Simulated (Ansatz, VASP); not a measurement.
Given: the input of a run of Ansatz 0.2.0 on SnSe.

The input input.yaml:

```yaml
crystal:
  lattice:
    - [4.2274104894, 0.0, 0.0]
    - [0.0, 4.2274104894, 0.0]
    - [0.0, 0.0, 10.8421510545]
  atoms:
    - { symbol: Sn, position: [0.0, 0.5, 0.62777089] }
    - { symbol: Sn, position: [0.5, 0.0, 0.37222911] }
    - { symbol: Se, position: [0.0, 0.5, 0.38396051] }
    - { symbol: Se, position: [0.5, 0.0, 0.61603949] }
kpoints:
  mp_grid: { grid: [6, 6, 3] }
scf:
  occupations: { method: fermi_dirac, width: 0.05 }
hamiltonian:
  xc: pbesol
  pseudopotentials: { kind: all_electron, lapw: { basis_error: 0.001 } }
output:
  forces: true
  stress: true
  eigenvalues: true
```

Potentials or basis: all-electron LAPW, scalar-relativistic.

Run with:

```bash
$ ansatz run input.yaml --threads 2 --pin off --max-ram 8192MiB --backend cpu --events-out ev --progress --plain --runs-dir out
```

Question: Translate it to VASP 6.6.1. Potentials there: VASP PAW PBE potentials, release 64 (Sn_d, Se).

Answer: As run (the cutoff follows the program's own potentials):

The input INCAR:

```
PREC = Accurate
ENCUT = 520
EDIFF = 1E-6
ISMEAR = -1
SIGMA = 0.05
LREAL = False
LASPH = True
NELM = 60
ALGO = Normal
ISIF = 2
LWAVE = False
LCHARG = False
GGA = PS
NBANDS = 28
```

File KPOINTS:

```
regular mesh
0
Gamma
  6 6 3
```

Contents of POSCAR:

```
SnSe
1.0
    4.2274104894      0.0000000000      0.0000000000
    0.0000000000      4.2274104894      0.0000000000
    0.0000000000      0.0000000000     10.8421510545
Sn Se
2 2
Direct
    0.0000000000      0.5000000000      0.6277708900
    0.5000000000      0.0000000000      0.3722291100
    0.0000000000      0.5000000000      0.3839605100
    0.5000000000      0.0000000000      0.6160394900
```

Potentials or basis: VASP PAW PBE potentials, release 64 (Sn_d, Se).

Command:

```sh
$ cat potpaw_PBE.64/Sn_d/POTCAR potpaw_PBE.64/Se/POTCAR > POTCAR
$ mpirun -np 1 vasp_std > vasp.out
```

Both were run:

|  | VASP | Ansatz | Ansatz less VASP |
| --- | --- | --- | --- |
| gap on the k mesh at the Fermi level (eV) | 1.42 | 1.43 | +0.008 |
| least direct gap on the mesh (eV) | 1.42 | 1.43 | +0.008 |
| rms of the force components (eV/Å) | 0.157 | 0.146 | -0.0111 |

Atom by atom the forces differ by 0.011 eV/Å (rms over components). Ansatz ran all-electron here, so the differences hold the error of VASP's frozen core and of both bases.

Caveats: spin-orbit coupling is left out, which moves the levels of the heavy elements; the PAW data sets were made with another functional, which shifts forces and pressure a little (VASP).
